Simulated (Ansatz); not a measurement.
Sn: energy change per atom and pressure against volume scale

Results calculated with Ansatz 0.2.0, not measured. Plane-wave DFT, scalar-relativistic PAW made under PBE with cores redone for the functional, no dispersion; the given relaxed cell is scaled uniformly, energy at zero smearing counts from the unscaled cell, pressure at the given Fermi-Dirac smearing is positive in compression.

The cell before it is scaled or strained (space group Pm-3m, No. 221):
```
Sn
1.0
      3.1057     0.0000     0.0000
      0.0000     3.1057     0.0000
      0.0000     0.0000     3.1057
Sn
1
Direct
  0.00000 0.00000 0.00000
```

Settings of every row: spin polarised no; functional revPBE; wave cutoff 420 eV; smearing width 0.1 eV; k mesh 11x11x11.

Atom starting moment: 0 on all atoms.

Limits: the cell comes from a prototype or a list of computed structures and needn't be the stable phase.

```csv
row,volume scale,V (Å³/atom),energy change per atom (meV),pressure (GPa)
1,0.88,26.361,82.94,8.02
2,0.92,27.559,35.64,4.85
3,0.96,28.757,9.46,2.34
4,1.04,31.154,?,?
5,1.08,32.352,18.07,-2.46
6,1.12,33.55,40.69,-3.45
```

Question: what energy change per atom and pressure should row 4 give?

Worked fit of energy change per atom. Take u = (V_r/V)^(2/3) − 1 with V_r = 28.757 Å³ an atom, which is twice the finite (Eulerian) strain; such expansions in the strain, on which the Birch-Murnaghan equation of state is built, carry the rest volume and the bulk modulus. The shown rows have u = 0.05971, 0.02877, 0, -0.07553, -0.09767. Least squares give energy change per atom = 9.513 + 637.88 × u + 9842.4 × u² meV; a straight line predicts inner rows, each left out in turn, worse (root mean square 26 against 0.67 meV). The rows lie off it by 0.25, -0.37, -0.05, 0.59, -0.41 (root mean square 0.38 meV). The withheld row has u = -0.05197, so the fit gives 9.513 + 637.88 × (-0.05197) + 9842.4 × (-0.05197)² = 2.95 meV.

The calculation gave 3.78 meV. The fit lies 0.83 meV (22 % of the value, 1 % of the column's range) below it; its largest miss of a shown row is 0.59 meV.

Worked fit of pressure. Take u = (V_r/V)^(2/3) − 1 with V_r = 28.757 Å³ an atom, which is twice the finite (Eulerian) strain; such expansions in the strain, on which the Birch-Murnaghan equation of state is built, carry the rest volume and the bulk modulus. The shown rows have u = 0.05971, 0.02877, 0, -0.07553, -0.09767. Least squares give pressure = 2.345 + 81.25 × u + 227 × u² GPa; a straight line predicts inner rows, each left out in turn, worse (root mean square 0.6 against 0.041 GPa). The rows lie off it by 0.01, -0.02, -0.01, 0.04, -0.02. The pressure vanishes at u = -0.0317, or V = 30.18 Å³ an atom, and there the bulk modulus at fixed shape and fractions is B = −V dP/dV = (2/3)(1 + u) dP/du = 43.2 GPa. The withheld row has u = -0.05197, so the fit gives 2.345 + 81.25 × (-0.05197) + 227 × (-0.05197)² = -1.26 GPa.

The calculation gave -1.21 GPa. The fit lies 0.05 GPa (4.1 % of the value, 0.44 % of the column's range) below it; its largest miss of a shown row is 0.04 GPa.
